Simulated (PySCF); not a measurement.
Telling isomers of C5H8O2 apart by NMR

[PySCF 2.14: geometry from GFN2-xTB; σ from GIAO-PBE0/pcSseg-1; J couplings at B3LYP/pcJ-1 (spin–dipole term left out of most H,H and C,H couplings); fast rotation and ring inversion assumed for equivalent nuclei; one conformer; no solvent; non-relativistic Hamiltonian]

Chemical shifts δ = σref − σ; TMS for ¹H (σref 31.72), ¹³C (σref 186.93), all at this level. Multiplet labels drop J under 1 Hz and among equivalent protons, and merge close values. Unscaled 3J(H,H) run several per cent high. Shifts are as computed. Against solution values, carbons near 30 ppm lie about +3 ppm off and those near 130 ppm about +5 ppm. Of 1211 compounds with measured shifts, 218 miss one by over three times the rms of a fit or turn the order of signals round; such compounds aren't used in these exercises.

(1) Tabulate the signals of `C1OCC12COC2`, `C=C(C)C(=O)OC` and their relative energies.

(2) What is the quickest way to tell C1OCC12COC2 from C=C(C)C(=O)OC?

## Answers

(1) 
| SMILES | carbon types | δC | δH | E rel. (kcal/mol) |
| --- | --- | --- | --- | --- |
| C1OCC12COC2 | 1×C 4×CH2 | 82.9, 44.7 | 4.82 (s, 8H) | 49.0 |
| C=C(C)C(=O)OC | 2×C 1×CH2 2×CH3 | 172.1, 144.3, 136.0, 50.6, 21.8 | 6.77 (q, 1H), 5.94 (q, 1H), 4.18 (s, 3H), 2.04 (t, 3H) | 0.0 |

Energies are electronic energies at PBE0/pcSseg-1 on these geometries, without zero-point or thermal terms, each for the one conformer computed, which needn't be the lowest.

(2) Count the carbon signals: 2 against 5. The first has a quaternary sp3 carbon in a ring (C) at 44.7 ppm, the second an ester carbonyl carbon (C) at 172.1 ppm. Their most deshielded carbons lie at 82.9 and 172.1 ppm. In the proton spectra the most deshielded non-exchanging signals are 4.82 (s, 8H) and 6.77 (q, J = 1.7 Hz, 1H).
